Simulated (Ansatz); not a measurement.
# BaTiO3 (R3m) in Ansatz: equation of state

Aim: energy against volume of BaTiO3 in PBEsol, for its equilibrium volume and stiffness.

All numbers are computed with Ansatz 0.2.0; they aren't measurements. Logs are shortened: lines on timing, memory, paths and dates and some standing lists are left out, and cuts for length are marked.

## Step 1: The crystal as given

The structure is trigonal, space group R3m (No. 160). The conventional cell has a = 5.655 Å, b = 5.655 Å, c = 6.955 Å, α = 90.00°, β = 90.00°, γ = 120.00°. Ba (site symmetry 3m) is surrounded by 12 O at 2.79 to 2.89 Å. Around Ti (site symmetry 3m) lie 6 O at 1.87 to 2.14 Å. O (site symmetry m) has 2 Ti at 1.87 to 2.14 Å as nearest neighbours.

## Step 2: Equation of state, PBEsol

Potentials or basis: all-electron LAPW, scalar-relativistic.

No new run: the results of the series are fitted here.

Results:

- Equilibrium volume: 12.75 Å³/atom
- Bulk modulus at fixed shape and positions: 173 GPa
- Pressure derivative of the bulk modulus: 4.5

Energy against volume, from the lowest point:
| volume (Å³/atom) | energy (meV/atom) |
| --- | --- |
| 12.070 | 21.09 |
| 12.327 | 7.58 |
| 12.583 | 0.79 |
| 12.840 | 0.00 |
| 13.097 | 4.60 |
| 13.354 | 14.01 |
| 13.611 | 27.75 |

Caveat: the cell was scaled at fixed shape and fractional positions, which overstates the stiffness of a crystal with free parameters, most of all of layers and chains. The run has no spin-orbit coupling, so splittings on Ba are missing.
